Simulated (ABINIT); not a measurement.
Runs of ABINIT 10.8.3 (patched build) on Te2Pt (Moncheite). It takes space group P-3m1 (No. 164, trigonal). Conventional cell: a = 4.010 Å, b = 4.010 Å, c = 5.201 Å, α = 90.00°, β = 90.00°, γ = 120.00°. Pt (site symmetry -3m) is surrounded by 6 Te at 2.66 Å. Te (site symmetry 3m) is surrounded by 3 Pt at 2.66 Å. 

```tsv
task	level	potentials or basis	cell	k mesh	cutoff (eV)	fine-grid cutoff	mesh quality	gap on the mesh (eV)	pressure (GPa)	largest force (eV/Å)
single point	PBEsol	JTH PAW PBE v2.0	as given	6 × 6 × 4	435	870.764 eV	not flagged	none	5.5	1.01
band structure	LDA	JTH PAW LDA v2.0	as given	8 × 8 × 5	544	1088.46 eV	not flagged	none	3.1	0.78
single point	LDA	JTH PAW LDA v2.0	as given	3 × 3 × 2	544	1088.46 eV	coarse	none	3.5	0.52
band structure	PBEsol	JTH PAW PBE v2.0	as given	8 × 8 × 5	435	870.764 eV	not flagged	none	5.5	(b)
single point	PBE	JTH PAW PBE v2.0	atoms moved at random, drawn with an rms of 0.05 Å	8 × 8 × 5	435	870.764 eV	not flagged	none	11.3	1.76
band structure	HCTH407	JTH PAW PBE v2.0	as given	8 × 8 × 5	435	870.764 eV	not flagged	none	(a)	0.66
band structure	revPBE	JTH PAW PBE v2.0	as given	8 × 8 × 5	435	870.764 eV	not flagged	none	11.4	1.25
```

Alike in all rows: no spin polarisation; smearing fermi-dirac 0.05 eV.

Problem. Fill in the values left out.

Solution. (a) 9.3; (b) 0.96.

Caveats: some runs use coarse meshes; the PAW data sets were made with another functional, which shifts forces and pressure a little (some runs); spin-orbit coupling is left out, which moves the levels of the heavy elements (some runs).

A k mesh can miss the band edges, and the runs leave out spin-orbit coupling on Pt, Te.

A gap of «none» marks a metal or a gap under the smearing width.
